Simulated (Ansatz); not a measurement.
Ge: band structure with PBEsol

Ge:

```xyz
2
Lattice="-2.4959 2.6509 1.4369 2.4959 -2.6509 1.4369 2.4959 2.6509 -1.4369" Properties=species:S:1:pos:R:3 pbc="T T T"
Ge    0.0000    1.3254    0.1841
Ge    2.4959    1.3254    1.2529
```

This isn't the form of Ge at room conditions, which is diamond.

- Program: Ansatz 0.2.0
- Task: band structure
- Functional: PBEsol
- Potentials or basis: all-electron LAPW, scalar-relativistic
- Cutoff: 252 eV (chosen from the basis error)
- Basis error allowed: 0.001 eV/atom
- k mesh: 8 × 8 × 8
- Occupations: fermi-dirac, width 0.05 eV
- Spin: no spin polarisation

The pressure is -2.6 GPa and the largest force is 0.021 eV/Å. The band gap along the path is none (metal or under the smearing width).

Forces in eV/Å, atoms in the order of the input:
```
Ge   0.000  0.000  0.021
Ge   0.000  0.000 -0.021
```

Stress tensor (GPa, compression positive):
```
-3.15  0.00  0.00
 0.00 -2.96  0.00
 0.00  0.00 -1.60
```

Levels at the corners of the path, in eV from the Fermi level:
```tsv
point	band 21	band 22	band 23	band 24	band 25	band 26
Γ	-2.30	-1.85	3.47	6.99	7.22	7.94
X	-3.71	-3.62	-3.26	3.76	5.65	7.42
L	-3.85	-3.69	-2.91	3.58	5.84	7.31
T	-3.40	-2.20	-1.73	3.15	4.06	6.60
W	-4.25	-4.25	3.92	3.92	5.20	5.20
R	-1.90	-1.50	-0.73	1.53	3.24	4.34
X1	-3.71	-3.62	-3.26	3.76	5.65	7.42
Z	-5.80	-5.54	4.44	6.89	10.76	11.32
```

Wall time 43 s on 1 thread of Intel(R) Xeon(R) Processor @ 2.50GHz (Skylake/Cascade Lake) (shared host), peak memory 0.4 GiB.

Caveat: the k mesh is thin for a metal, which can move the energy by tens of meV per atom.
